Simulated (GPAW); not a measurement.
Crystal: Pd.

```
Pd
1.0
     2.78367    0.00000    0.00000
    -1.39183    2.41072    0.00000
     0.00000    0.00000    4.62889
Pd
2
Direct
  0.33333 0.66667 0.25000
  0.66667 0.33333 0.75000
```

This isn't the form of Pd at room conditions, which is fcc.

Base run:

- Program: GPAW 26.7.0
- Functional: PBEsol
- Potentials or basis: PAW data sets generated in the run's folder for this functional
- Cutoff: 600 eV
- Basis: pw
- k mesh: 9 × 9 × 5
- Occupations: fermi-dirac, width 0.05 eV
- Spin: no spin polarisation

Its results: pressure -10.0 GPa.

**Question.** The run is repeated on the same cell with these changes: functional from PBEsol to LDA; potentials or basis from PAW data sets generated in the run's folder for this functional to the program's PAW data sets (release 1.2.1) made for this functional. What comes out?

**Answer.** Pressure -15.5 GPa.

Not every run made on this cell is shown here.
